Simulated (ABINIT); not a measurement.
# InP (F-43m) in ABINIT: notebook, part 2 of 2

ABINIT 10.8.3 (patched build). The steps go on from the part before.

## 4. Band structure, BLYP

Contents of run.abi:

```
# Datasets: ground state, then fixed potential
ndtset 2

# Pseudopotentials
pp_dirpath "./"
pseudos "In.GGA_PBE-JTH_sp.xml, P.GGA_PBE-JTH.xml"

# Structure
acell 4.1443528445 4.1443528445 4.1443528445 Angstrom
rprim
     0.0000000000     0.7071067812     0.7071067812
     0.7071067812     0.0000000000     0.7071067812
     0.7071067812     0.7071067812     0.0000000000
ntypat 2
znucl 49 15
natom 2
typat 1 2
xred
     0.0000000000     0.0000000000     0.0000000000
     0.7500000000     0.7500000000     0.7500000000

# Plane-wave basis
ecut 544.227725 eV
pawecutdg 40.0

# Exchange and correlation
ixc -106131

# Bands and occupations
occopt 3
tsmear 0.00183747

# SCF cycle
nstep 100

# Output
iomode 3
prtwf 0
prteig 0
prtebands 0
prtden1 1

# Dataset 1
kptopt1 1
ngkpt1 8 8 8
nshiftk1 1
shiftk1 0.0 0.0 0.0
nband1 8
tolvrs1 1.0e-9

# Dataset 2: bands along G-X-W-K-G-L-U-W-L-K
iscf2 -2
getden2 1
nband2 12
nbdbuf2 2
tolwfr2 1.0e-12
kptopt2 -9
ndivsm2 5
prteig2 1
prtvol2 -3
kptbounds2
     0.0000000000     0.0000000000     0.0000000000
     0.5000000000     0.0000000000     0.5000000000
     0.5000000000     0.2500000000     0.7500000000
     0.3750000000     0.3750000000     0.7500000000
     0.0000000000     0.0000000000     0.0000000000
     0.5000000000     0.5000000000     0.5000000000
     0.6250000000     0.2500000000     0.6250000000
     0.5000000000     0.2500000000     0.7500000000
     0.5000000000     0.5000000000     0.5000000000
     0.3750000000     0.3750000000     0.7500000000
```

Potentials or basis: JTH PAW PBE v2.0 sp.

Command:

```
abinit run.abi > log 2>&1
```

run.abo:

```text
.Version 10.8.3 of ABINIT
 DATASET    1 : space group F-4 3 m (#216); Bravais cF (face-center cubic)
================================================================================
 Values of the parameters that define the memory need for DATASET  1.
     intxc =       0    ionmov =       0      iscf =      17    lmnmax =      13
     lnmax =       5     mgfft =      32  mpssoang =       3    mqgrid =    3001
     natom =       2  nloc_mem =       2    nspden =       1   nspinor =       1
    nsppol =       1      nsym =      24    n1xccc =       1    ntypat =       2
    occopt =       3   xclevel =       2
       mpw =        1475          nfft =       32768          nkpt =          29
 PAW method is used; the additional fine FFT grid is defined by:
   mgfftf=        48    nfftf =    110592
================================================================================
================================================================================

 DATASET    2 : space group F-4 3 m (#216); Bravais cF (face-center cubic)
================================================================================
 Values of the parameters that define the memory need for DATASET  2.
     intxc =       0    ionmov =       0      iscf =      -2    lmnmax =      13
     lnmax =       5     mgfft =      32  mpssoang =       3    mqgrid =    3001
     natom =       2  nloc_mem =       2    nspden =       1   nspinor =       1
    nsppol =       1      nsym =      24    n1xccc =       1    ntypat =       2
    occopt =       3   xclevel =       2
       mpw =        1475          nfft =       32768          nkpt =          87
 PAW method is used; the additional fine FFT grid is defined by:
   mgfftf=        48    nfftf =    110592
================================================================================
================================================================================

--------------------------------------------------------------------------------
------------- Echo of variables that govern the present computation ------------
--------------------------------------------------------------------------------
 -outvars: echo values of preprocessed input variables --------
[... 766 lines left out ...]
    2      4.39575000004719     4.39575000004719     4.39575000004719
 length scales=  7.831691845232  7.831691845232  7.831691845232 bohr
              =  4.144352844500  4.144352844500  4.144352844500 angstroms
 Eigenvalues (hartree) for nkpt=  87  k points:
 kpt#   1, nband= 12, wtk=  1.00000, kpt=  0.0000  0.0000  0.0000 (reduced coord)
  -0.33643    0.08675    0.08675    0.08675    0.11234    0.23959    0.23959    0.23959
   0.41092    0.43116    0.43116    0.50413
 kpt#   2, nband= 12, wtk=  1.00000, kpt=  0.0357  0.0000  0.0357 (reduced coord)
  -0.33580    0.07576    0.08491    0.08491    0.12320    0.23729    0.24209    0.24209
   0.41477    0.42396    0.43167    0.50555
 kpt#   3, nband= 12, wtk=  1.00000, kpt=  0.0714  0.0000  0.0714 (reduced coord)
  -0.33393    0.05747    0.07978    0.07978    0.14095    0.23105    0.24924    0.24924
   0.40677    0.42642    0.43320    0.50979
 kpt#   4, nband= 12, wtk=  1.00000, kpt=  0.1071  0.0000  0.1071 (reduced coord)
  -0.33082    0.03820    0.07226    0.07226    0.15890    0.22228    0.26010    0.26010
   0.38743    0.43575    0.44348    0.51678
 kpt#   5, nband= 12, wtk=  1.00000, kpt=  0.1429  0.0000  0.1429 (reduced coord)
  -0.32653    0.01878    0.06336    0.06336    0.17539    0.21248    0.27371    0.27371
   0.36933    0.43929    0.46483    0.52641
 kpt#   6, nband= 12, wtk=  1.00000, kpt=  0.1786  0.0000  0.1786 (reduced coord)
  -0.32110   -0.00053    0.05389    0.05389    0.18832    0.20333    0.28926    0.28926
[... 230 lines left out ...]
  -0.27147   -0.11661   -0.01102    0.03402    0.18870    0.26062    0.30988    0.34302
   0.42216    0.45375    0.51219    0.55153
 kpt#  84, nband= 12, wtk=  1.00000, kpt=  0.4167  0.4167  0.6667 (reduced coord)
  -0.26787   -0.11583   -0.02257    0.02885    0.18791    0.26788    0.32527    0.33877
   0.41057    0.44859    0.53599    0.56530
 kpt#  85, nband= 12, wtk=  1.00000, kpt=  0.4028  0.4028  0.6944 (reduced coord)
  -0.26438   -0.11619   -0.03028    0.02403    0.18469    0.26937    0.34090    0.34342
   0.39987    0.44580    0.55815    0.58124
 kpt#  86, nband= 12, wtk=  1.00000, kpt=  0.3889  0.3889  0.7222 (reduced coord)
  -0.26149   -0.11762   -0.03356    0.01984    0.18100    0.26279    0.35528    0.35713
   0.39120    0.44646    0.56879    0.60423
 kpt#  87, nband= 12, wtk=  1.00000, kpt=  0.3750  0.3750  0.7500 (reduced coord)
  -0.25979   -0.11922   -0.03267    0.01647    0.17780    0.25181    0.36658    0.36945
   0.39061    0.45198    0.56600    0.60062

== END DATASET(S) ==============================================================
================================================================================

 -outvars: echo values of variables after computation  --------
            acell      7.8316918452E+00  7.8316918452E+00  7.8316918452E+00 Bohr
           etotal1    -8.7051978255E+00
            fcart1     3.0389150490E-30 -9.1167451469E-30  3.0389150490E-30
                      -3.0389150490E-30  9.1167451469E-30 -3.0389150490E-30
            rprim      0.0000000000E+00  7.0710678120E-01  7.0710678120E-01
                       7.0710678120E-01  0.0000000000E+00  7.0710678120E-01
                       7.0710678120E-01  7.0710678120E-01  0.0000000000E+00
           strten1    -3.1062051923E-04 -3.1062051923E-04 -3.1062051923E-04
                       0.0000000000E+00  0.0000000000E+00  0.0000000000E+00
           xangst      0.0000000000E+00  0.0000000000E+00  0.0000000000E+00
                       4.3957500000E+00  4.3957500000E+00  4.3957500000E+00
             xred      0.0000000000E+00  0.0000000000E+00  0.0000000000E+00
                       7.5000000000E-01  7.5000000000E-01  7.5000000000E-01
 Calculation completed.
```

It took 33 s on 1 thread of Arm Neoverse V1, shared host; peak memory 0.13 GiB.

What came out:

- Free energy: -236.8805 eV
- Band gap on the k mesh: 0.70 eV, direct
- Valence electrons inside the program's atomic spheres: In 2.40; P 1.62

Levels at the corners of the path, in eV from the valence-band top:
```
point  band 1  band 2  band 3  band 4  band 5  band 6  band 7  band 8
    Γ  -11.52    0.00    0.00    0.00    0.70    4.16    4.16    4.16
    X   -9.40   -5.76   -2.28   -2.28    1.91    2.36    9.36    9.57
    W   -9.35   -5.60   -2.92   -2.85    4.40    4.47    5.66    6.39
    K   -9.43   -5.60   -3.25   -1.91    2.48    4.49    7.61    7.69
    Γ  -11.52    0.00    0.00    0.00    0.70    4.16    4.16    4.16
    L  -10.02   -5.69   -0.96   -0.96    1.53    4.90    4.90    7.33
    U   -9.43   -5.60   -3.25   -1.91    2.48    4.49    7.61    7.69
    W   -9.35   -5.60   -2.92   -2.85    4.40    4.47    5.66    6.39
    L  -10.02   -5.69   -0.96   -0.96    1.53    4.90    4.90    7.33
    K   -9.43   -5.60   -3.25   -1.91    2.48    4.49    7.61    7.69
```

Caveat: the cutoff is too short for stress, so the log's stress isn't used; the PAW data sets were made with another functional, which shifts forces and pressure a little; spin-orbit coupling is left out, which moves the levels of the heavy elements; this set keeps more shells in the core, which shifts pressures and gaps.

## 5. Equation of state, LDA

Contents of run.abi:

```
# Datasets: one volume each
ndtset 7
getwfk -1
scalecart1 3*0.9795861087
scalecart2 3*0.9864848297
scalecart3 3*0.9932883884
scalecart4 3*1.0000000000
scalecart5 3*1.0066227096
scalecart6 3*1.0131594038
scalecart7 3*1.0196128224

# Pseudopotentials
pp_dirpath "./"
pseudos "In.LDA_PW-JTH_sp.xml, P.LDA_PW-JTH.xml"

# Structure
acell 4.1443528445 4.1443528445 4.1443528445 Angstrom
rprim
     0.0000000000     0.7071067812     0.7071067812
     0.7071067812     0.0000000000     0.7071067812
     0.7071067812     0.7071067812     0.0000000000
ntypat 2
znucl 49 15
natom 2
typat 1 2
xred
     0.0000000000     0.0000000000     0.0000000000
     0.7500000000     0.7500000000     0.7500000000

# Plane-wave basis
ecut 20.0
pawecutdg 40.0

# k points
kptopt 1
ngkpt 8 8 8
nshiftk 1
shiftk 0.0 0.0 0.0

# Exchange and correlation
ixc 7

# Bands and occupations
nband 8
occopt 3
tsmear 0.05 eV

# SCF cycle
nstep 100
tolvrs 1.0e-9

# Output
iomode 3
prtwf 1
prtden 0
prteig 0
prtebands 0
enunit 1
```

Potentials or basis: JTH PAW LDA v2.0 sp.

Command:

```
abinit run.abi > log 2>&1
```

Run time: 53 s. Hardware: 1 thread of Arm Neoverse V1, shared host; peak memory 0.15 GiB.

The run converged. Its results:

```
Equilibrium volume                      : 25.56 Å³/atom
Bulk modulus                            : 72 GPa
Pressure derivative of the bulk modulus : 4.8
```

Energy against volume, from the lowest point:
```
volume (Å³/atom)  energy (meV/atom)
          23.657              37.36
          24.160              19.39
          24.663               7.61
          25.167               1.35
          25.670               0.00
          26.173               3.03
          26.677               9.97
```

Caveat: pressures at fixed basis lie under the slope of the energies; this set keeps more shells in the core, which shifts pressures and gaps.

## 6. Summary

| task | level | potentials or basis | gap on the mesh (eV) |
| --- | --- | --- | --- |
| band structure | revPBE | JTH PAW PBE v2.0 | 0.79 |
| band structure | BLYP | JTH PAW PBE v2.0 sp | 0.70 |
| equation of state | LDA | JTH PAW LDA v2.0 sp | - |

Alike in all rows: no spin polarisation; cell as given; k mesh 8 × 8 × 8; cutoff (eV) 544; smearing fermi-dirac 0.05 eV.

Caveats: the PAW data sets were made with another functional, which shifts forces and pressure a little (some runs); spin-orbit coupling is left out, which moves the levels of the heavy elements (some runs); this set keeps more shells in the core, which shifts pressures and gaps (some runs); pressures at fixed basis lie under the slope of the energies (some runs).

Total energies depend on the potentials used, so only differences within one code and one set of settings carry meaning.

## 7. Comparison with measurements

Step 3. A measured gap of InP is 1.4236 eV (direct; 1.6 K; a printed reference work, data compilation); the calculated 0.79 eV misses it by -0.63 eV. Spin-orbit coupling on In is left out. The value is that of revPBE, without temperature or zero-point motion. Semilocal functionals fall short of measured gaps as a rule.

Step 4. Measured gap of InP: 1.4236 eV (direct; 1.6 K; a printed reference work, data compilation). This calculation gives 0.70 eV (-0.73 eV). Spin-orbit coupling on In is left out. The value is that of BLYP, without temperature or zero-point motion. Semilocal functionals fall short of measured gaps as a rule.

Step 5. Measured bulk modulus of InP: 71 GPa (a printed reference work, data compilation). This calculation gives 72 GPa (+2.1 %). The fit is for a static lattice scaled at fixed shape and fixed fractional positions.
